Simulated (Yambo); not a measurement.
# GaP (F-43m) in Yambo: further runs

The runs below take GaP through optical spectrum, with PBE.

Program: Yambo 5.3.0. These are calculated values, not measurements. Logs are shortened: lines on timing, memory, paths and dates and some standing lists are left out, and cuts for length are marked.

**What was measured.**

“Stacking defects in GaP nanowires: Electronic structure and optical properties”, 2018, arxiv:1810.01194 quotes, for a bulk crystal of GaP at 10 K: band gap 2.34 eV (indirect).

The runs below are set against these values where they give the same quantity.

## Step 1: Starting point

It takes space group F-43m (No. 216, cubic). Conventional cell: a = 5.451 Å, b = 5.451 Å, c = 5.451 Å, α = 90.00°, β = 90.00°, γ = 90.00°. Ga (site symmetry -43m) has 4 P at 2.36 Å as nearest neighbours. P (site symmetry -43m) has 4 Ga at 2.36 Å as nearest neighbours.

## Step 2: Optical spectrum, PBE

The input, optics2.in:

```
optics
chi
tddft
Chimod= "ALDA"
% BndsRnXd
 1 | 24 |
%
NGsBlkXd= 4 Ry
% LongDrXd
 0 | 1 | 0 |
%
% QpntsRXd
 1 | 1 |
%
% EnRngeXd
 0 | 30 | eV
%
% DmRngeXd
 0.2 | 0.2 | eV
%
ETStpsXd= 300
FxcGRLc= 4 Ry
VXCRLvcs= 4 Ry
```

The input, scf.in:

```
&CONTROL
  calculation = 'scf'
  prefix = 'pwscf'
  outdir = './tmp'
  pseudo_dir = './pseudo'
/
&SYSTEM
  ibrav = 0
  nat = 2
  ntyp = 2
  ecutwfc = 80
  nbnd = 15
  occupations = 'smearing'
  smearing = 'fd'
  degauss = 0.00367493
  force_symmorphic = .true.
/
&ELECTRONS
  conv_thr = 4d-10
  electron_maxstep = 120
  mixing_beta = 0.5
/
ATOMIC_SPECIES
Ga    69.7230 Ga.upf
P     30.9738 P.upf
CELL_PARAMETERS angstrom
   0.0000000000    2.7252500000    2.7252500000
   2.7252500000    0.0000000000    2.7252500000
   2.7252500000    2.7252500000    0.0000000000
ATOMIC_POSITIONS angstrom
Ga     0.0000000000    0.0000000000    0.0000000000
P      4.0878750000    4.0878750000    4.0878750000
K_POINTS automatic
20 20 20 0 0 0
```

The input, nscf.in:

```
&CONTROL
  calculation = 'nscf'
  prefix = 'pwscf'
  outdir = './tmp'
  pseudo_dir = './pseudo'
/
&SYSTEM
  ibrav = 0
  nat = 2
  ntyp = 2
  ecutwfc = 80
  nbnd = 39
  occupations = 'fixed'
  force_symmorphic = .true.
/
&ELECTRONS
  conv_thr = 1d-08
  diago_full_acc = .true.
  diago_thr_init = 1d-06
/
ATOMIC_SPECIES
Ga    69.7230 Ga.upf
P     30.9738 P.upf
CELL_PARAMETERS angstrom
   0.0000000000    2.7252500000    2.7252500000
   2.7252500000    0.0000000000    2.7252500000
   2.7252500000    2.7252500000    0.0000000000
ATOMIC_POSITIONS angstrom
Ga     0.0000000000    0.0000000000    0.0000000000
P      4.0878750000    4.0878750000    4.0878750000
K_POINTS automatic
20 20 20 0 0 0
```

Potentials or basis: PseudoDojo 0.4.1 SR PBE standard.

Launch:

```
OMP_NUM_THREADS=1 pw.x -in scf.in > scf.out
OMP_NUM_THREADS=1 pw.x -in nscf.in > nscf.out
cd tmp/pwscf.save; p2y; mv SAVE ../..; cd ../..
OMP_NUM_THREADS=1 yambo
OMP_NUM_THREADS=1 yambo -F optics2.in -J optics2 -C optics2_out
```

Yambo's report:

```text
[... sections 02.01 to 02.04 as in the set-up run ...]

  [02.05] Energies & Occupations
  ==============================

  [X] === General ===
  [X] Electronic Temperature                        :  0.000000  0.000000 [eV K]
  [X] Bosonic    Temperature                        :  0.000000  0.000000 [eV K]
  [X] Finite Temperature mode                       : no
  [X] El. density                                   :  0.44466E+24 [cm-3]
  [X] Fermi Level                                   :  7.611444 [eV]

  [X] === Gaps and Widths ===
  [X] Conduction Band Min                           :  1.605605 [eV]
  [X] Valence Band Max                              :  0.000000 [eV]
  [X] Filled Bands                                  :   9
  [X] Empty Bands                                   :   10   39
  [X] Direct Gap                                    :  1.818665 [eV]
  [X] Direct Gap localized at k                     :  1
  [X] Indirect Gap                                  :  1.605605 [eV]
  [X] Indirect Gap between kpts                     :    1  108
  [X] Last valence band width                       :  3.416633 [eV]
  [X] 1st conduction band width                     :  3.099109 [eV]

 [03] Transferred momenta grid and indexing
 ==========================================

 IBZ Q-points                                      :  256
 BZ  Q-points                                      :   8000

 K/Q-points units:
 rlu = crystal or reduced units; cc = cartesian coordinates; iku = interal k-units

 Q [  1]        [rlu]:  0.000000  0.000000  0.000000
 Q [  2]        [rlu]:  0.31442E-17 -0.37947E-17  0.50000E-01
 Q [  3]        [rlu]:  0.62884E-17 -0.75893E-17  0.10000
 Q [  4]        [rlu]: -0.25121E-17 -0.25121E-17  0.15000
 Q [  5]        [rlu]:  0.12577E-16 -0.15179E-16  0.20000
 Q [  6]        [rlu]: -0.25926E-17 -0.25926E-17  0.25000
[... 42 lines left out ...]
 Q [ 49]        [rlu]:  0.13553E-16  0.15000      0.20000
 Q [ 50]        [rlu]: -0.19019E-17  0.15000      0.25000

 Remaining 206 points informations can be written running with -fatlog

 [WARNING] [Xd] User bands 1-24 break level degeneracy

 [04] Dipoles
 ============

  [04.01] Setup: observables and procedures
  =========================================

  [WF-Oscillators/G space/Transverse up loader] Normalization (few states)  min/max  :  0.37548E-16   1.0000

  [WR./optics2//ndb.dipoles]------------------------------------------------------
   Brillouin Zone Q/K grids (IBZ/BZ)                :    256   8000    256   8000
   RL vectors                                       :   4279 [WF]
   Fragmentation                                    : yes
   Electronic Temperature                           :  0.000000 [K]
   Bosonic    Temperature                           :  0.000000 [K]
   DIP band range                                   :   1  24
   DIP band range limits                            :   9  10
   DIP e/h energy range                             : -1.000000 -1.000000 [eV]
   RL vectors in the sum                            :   4279
   [r,Vnl] included                                 : yes
   Bands ordered                                    : yes
   Direct v evaluation                              : no
   Approach used                                    : G-space v
   Dipoles computed                                 : R V P [G-space]
   Wavefunctions                                    : Perdew, Burke & Ernzerhof(X)+Perdew, Burke & Ernzerhof(C)

  [WARNING] [r,Vnl^pseudo] included in position and velocity dipoles.

  [WARNING] In case H contains other non local terms, these are neglected

 [05] Optics
 ===========

 [xc] Functional : Perdew, Burke & Ernzerhof(X)+Perdew, Burke & Ernzerhof(C)
 [xc] LIBXC used to calculate xc functional
  PP Number of Atomic Species                      :  2
  NLCC RL compoments                               :  26469
 [X-CG] R(p) Tot o/o(of R):    25583  1080000      100
```

Wall time 10 min (1 thread of Arm Neoverse V1, shared host); peak memory 1.7 GiB.

What came out:

| Property | Result |
| --- | --- |
| Band gap on the k mesh, mean-field level | 1.61 eV, indirect (least direct gap 1.82 eV) |
| Absorption peak | 4.52 eV |
| Electronic dielectric constant along the field | 10.35 |
| Electronic dielectric constant along the field, independent particles | 10.83 |
| Peak of the energy-loss function | 16.0 eV |

Dielectric function (along the field direction of the input):
```tsv
energy (eV)	real part	imaginary part
0.30	10.40	0.45
0.90	10.84	0.53
1.61	12.23	0.90
2.31	15.04	2.78
3.01	15.30	10.46
3.61	11.78	11.03
4.31	8.81	19.98
5.02	-4.19	12.64
5.72	-4.12	10.05
6.32	-4.29	7.21
7.02	-4.31	4.58
7.73	-3.37	3.49
8.43	-2.19	2.39
9.03	-2.10	2.26
9.73	-1.69	1.75
10.43	-1.52	1.43
11.14	-1.21	1.11
11.74	-1.04	0.87
12.44	-0.76	0.71
13.14	-0.58	0.57
13.85	-0.37	0.50
14.45	-0.25	0.43
15.15	-0.13	0.37
15.85	0.03	0.31
16.56	0.17	0.34
17.16	0.22	0.34
17.86	0.25	0.34
18.56	0.33	0.35
19.26	0.32	0.34
19.97	0.37	0.29
```

Energy-loss function:
```tsv
energy (eV)	loss
0.0	0.004
1.3	0.005
2.6	0.017
3.9	0.038
5.2	0.082
6.5	0.104
7.8	0.151
9.1	0.240
10.4	0.329
11.7	0.472
13.0	0.815
14.3	1.616
15.7	3.154
17.0	2.197
18.3	1.614
19.6	1.555
20.9	1.214
22.2	0.771
23.5	0.633
24.8	0.550
26.1	0.412
27.4	0.333
28.7	0.364
30.0	0.284
```

Caveat: the LDA kernel is used on GGA states, which is inconsistent by a few percent; these spectra lack excitons.

## Step 3: Optical spectrum, PBE

The input, optics3.in:

```
optics
chi
Chimod= "IP"
% BndsRnXd
 1 | 24 |
%
% LongDrXd
 1 | 1 | 1 |
%
% QpntsRXd
 1 | 1 |
%
% EnRngeXd
 0 | 20 | eV
%
% DmRngeXd
 0.3 | 0.3 | eV
%
ETStpsXd= 300
```

scf.in is that of step 2.

nscf.in is that of step 2.

Potentials or basis: PseudoDojo 0.4.1 SR PBE standard.

Launch:

```
OMP_NUM_THREADS=1 pw.x -in scf.in > scf.out
OMP_NUM_THREADS=1 pw.x -in nscf.in > nscf.out
cd tmp/pwscf.save; p2y; mv SAVE ../..; cd ../..
OMP_NUM_THREADS=1 yambo
OMP_NUM_THREADS=1 yambo -F optics3.in -J optics3 -C optics3_out
```

Yambo's report:

```text
[... sections 02.01 to 02.04 as in the set-up run ...]

  [02.05] Energies & Occupations
  ==============================

  [X] === General ===
  [X] Electronic Temperature                        :  0.000000  0.000000 [eV K]
  [X] Bosonic    Temperature                        :  0.000000  0.000000 [eV K]
  [X] Finite Temperature mode                       : no
  [X] El. density                                   :  0.44466E+24 [cm-3]
  [X] Fermi Level                                   :  7.611444 [eV]

  [X] === Gaps and Widths ===
  [X] Conduction Band Min                           :  1.605605 [eV]
  [X] Valence Band Max                              :  0.000000 [eV]
  [X] Filled Bands                                  :   9
  [X] Empty Bands                                   :   10   39
  [X] Direct Gap                                    :  1.818665 [eV]
  [X] Direct Gap localized at k                     :  1
  [X] Indirect Gap                                  :  1.605605 [eV]
  [X] Indirect Gap between kpts                     :    1  108
  [X] Last valence band width                       :  3.416633 [eV]
  [X] 1st conduction band width                     :  3.099109 [eV]

 [03] Transferred momenta grid and indexing
 ==========================================

 IBZ Q-points                                      :  256
 BZ  Q-points                                      :   8000

 K/Q-points units:
 rlu = crystal or reduced units; cc = cartesian coordinates; iku = interal k-units

 Q [  1]        [rlu]:  0.000000  0.000000  0.000000
 Q [  2]        [rlu]:  0.31442E-17 -0.37947E-17  0.50000E-01
 Q [  3]        [rlu]:  0.62884E-17 -0.75893E-17  0.10000
 Q [  4]        [rlu]: -0.25121E-17 -0.25121E-17  0.15000
 Q [  5]        [rlu]:  0.12577E-16 -0.15179E-16  0.20000
 Q [  6]        [rlu]: -0.25926E-17 -0.25926E-17  0.25000
[... 42 lines left out ...]
 Q [ 49]        [rlu]:  0.13553E-16  0.15000      0.20000
 Q [ 50]        [rlu]: -0.19019E-17  0.15000      0.25000

 Remaining 206 points informations can be written running with -fatlog

 [WARNING] [Xd] User bands 1-24 break level degeneracy

 [04] Dipoles
 ============

  [04.01] Setup: observables and procedures
  =========================================

  [WF-Oscillators/G space/Transverse up loader] Normalization (few states)  min/max  :  0.37548E-16   1.0000

  [WR./optics3//ndb.dipoles]------------------------------------------------------
   Brillouin Zone Q/K grids (IBZ/BZ)                :    256   8000    256   8000
   RL vectors                                       :   4279 [WF]
   Fragmentation                                    : yes
   Electronic Temperature                           :  0.000000 [K]
   Bosonic    Temperature                           :  0.000000 [K]
   DIP band range                                   :   1  24
   DIP band range limits                            :   9  10
   DIP e/h energy range                             : -1.000000 -1.000000 [eV]
   RL vectors in the sum                            :   4279
   [r,Vnl] included                                 : yes
   Bands ordered                                    : yes
   Direct v evaluation                              : no
   Approach used                                    : G-space v
   Dipoles computed                                 : R V P [G-space]
   Wavefunctions                                    : Perdew, Burke & Ernzerhof(X)+Perdew, Burke & Ernzerhof(C)

  [WARNING] [r,Vnl^pseudo] included in position and velocity dipoles.

  [WARNING] In case H contains other non local terms, these are neglected

 [05] Optics
 ===========

 [X-CG] R(p) Tot o/o(of R):    25583  1080000      100
```

o-optics3.eps_q1_ip:

```text
# Absorption @ Q(1):  0.577350269     0.577350269     0.577350269    [q->0 direction]
#
# [ X ] Hartree size                              :  1
# [GEN] GF Energies                               : Perdew, Burke & Ernzerhof(X)+Perdew, Burke & Ernzerhof(C)
# [GEN] Green`s Function                          : T-ordered
#
# [GEN] Gauge                                     : Length
# [GEN] [r,Vnl] included                          : yes
#
#    E[1] [eV]          Im(eps)            Re(eps)
#
        0.000000           0.687783           10.80298
        0.066890           0.688433           10.80552
        0.133779           0.690388           10.81315
        0.200669           0.693665           10.82591
        0.267559           0.698291           10.84384
        0.334448           0.704306           10.86702
[... 292 lines left out ...]
        19.93311           0.309089           0.348184
        20.00000           0.311055           0.350369
#
```

Wall time 9.1 min (1 thread of Arm Neoverse V1, shared host); peak memory 0.44 GiB.

What came out:

| Quantity | Value |
| --- | --- |
| Band gap on the k mesh, mean-field level | 1.61 eV, indirect (least direct gap 1.82 eV) |
| Absorption peak | 4.48 eV |
| Electronic dielectric constant along the field | 10.80 |

Dielectric function (along the field direction of the input):
```tsv
energy (eV)	real part	imaginary part
0.27	10.84	0.70
0.94	11.34	0.84
1.61	12.62	1.33
2.27	14.97	3.20
2.94	15.70	9.27
3.61	13.14	12.03
4.35	7.73	20.83
5.02	-3.08	14.38
5.69	-4.16	11.41
6.35	-4.87	7.81
7.02	-4.58	4.97
7.69	-3.62	3.75
8.43	-2.62	2.79
9.10	-2.49	2.28
9.77	-2.03	1.79
10.43	-1.76	1.38
11.10	-1.42	1.07
11.77	-1.14	0.83
12.51	-0.86	0.68
13.18	-0.66	0.54
13.85	-0.47	0.46
14.52	-0.31	0.38
15.18	-0.16	0.32
15.85	0.00	0.28
16.59	0.12	0.30
17.26	0.20	0.32
17.93	0.24	0.29
18.60	0.33	0.32
19.26	0.32	0.35
20.00	0.35	0.31
```

Caveat: independent-particle spectra lack excitons.

## Step 4: Against experiment

Step 2. Against the measured gap of GaP, 2.34 eV (indirect; 10 K; quoted in “Stacking defects in GaP nanowires: Electronic structure and optical properties”, 2018, arxiv:1810.01194), the calculated 1.61 eV is off by -0.73 eV. Spin-orbit coupling on Ga is left out. The value is that of PBE on a finite k mesh, which can miss the band edges, without temperature or zero-point motion. Semilocal functionals fall short of measured gaps as a rule.

Step 3. A measured gap of GaP is 2.34 eV (indirect; 10 K; quoted in “Stacking defects in GaP nanowires: Electronic structure and optical properties”, 2018, arxiv:1810.01194); the calculated 1.61 eV misses it by -0.73 eV. Spin-orbit coupling on Ga is left out. The value is that of PBE on a finite k mesh, which can miss the band edges, without temperature or zero-point motion. Semilocal functionals fall short of measured gaps as a rule.
